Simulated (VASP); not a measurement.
Here is a VASP 6.6.1 calculation.

The input INCAR:

```
SYSTEM = PtS2
PREC = Accurate
ENCUT = 520
EDIFF = 1E-6
ISMEAR = 0
SIGMA = 0.02
LREAL = .FALSE.
LASPH = .TRUE.
NELM = 80
ALGO = Normal
ISIF = 2
LWAVE = .FALSE.
LCHARG = .FALSE.
MAGMOM = 0 0 0 0 0 0 0 0 0
LORBIT = 11
LSORBIT = .TRUE.
GGA_COMPAT = .FALSE.
LMAXMIX = 4
NBANDS = 35
KPAR = 2
```

File KPOINTS:

```
Automatic mesh
0
G
  6 6 4
  0 0 0
```

The input POSCAR:

```
PtS2
1.0
    3.5432000000      0.0000000000      0.0000000000
   -1.7716000000      3.0685012107      0.0000000000
    0.0000000000      0.0000000000      5.0388000000
Pt S
1 2
Direct
    0.0000000000      0.0000000000      0.0000000000
    0.6666666667      0.3333333333      0.7730000000
    0.3333333333      0.6666666667      0.2270000000
```

Contents of KPOINTS_OPT:

```
path GMKGALHA,LM,KH
15
line-mode
reciprocal
 0.0000000000  0.0000000000  0.0000000000  G
 0.5000000000  0.0000000000  0.0000000000  M

 0.5000000000  0.0000000000  0.0000000000  M
 0.3333333333  0.3333333333  0.0000000000  K

 0.3333333333  0.3333333333  0.0000000000  K
 0.0000000000  0.0000000000  0.0000000000  G

 0.0000000000  0.0000000000  0.0000000000  G
 0.0000000000  0.0000000000  0.5000000000  A

 0.0000000000  0.0000000000  0.5000000000  A
 0.5000000000  0.0000000000  0.5000000000  L

 0.5000000000  0.0000000000  0.5000000000  L
 0.3333333333  0.3333333333  0.5000000000  H

 0.3333333333  0.3333333333  0.5000000000  H
 0.0000000000  0.0000000000  0.5000000000  A

 0.5000000000  0.0000000000  0.5000000000  L
 0.5000000000  0.0000000000  0.0000000000  M

 0.3333333333  0.3333333333  0.0000000000  K
 0.3333333333  0.3333333333  0.5000000000  H
```

Potentials or basis: VASP PAW LDA potentials, release 64 (Pt, S).

The run is started by

```sh
$ cat potpaw_LDA.64/Pt/POTCAR potpaw_LDA.64/S/POTCAR > POTCAR
$ mpirun -np 2 vasp_ncl > vasp.out
```

Problem. What does it give for the largest force?

Solution. 0.839 eV/Å.

Problem. Estimate the pressure.

Solution. 3.7 GPa.

Forces on the atoms (eV/Å):
```
Pt   0.000  0.000  0.000
S    0.000  0.000 -0.839
S    0.000  0.000  0.839
```
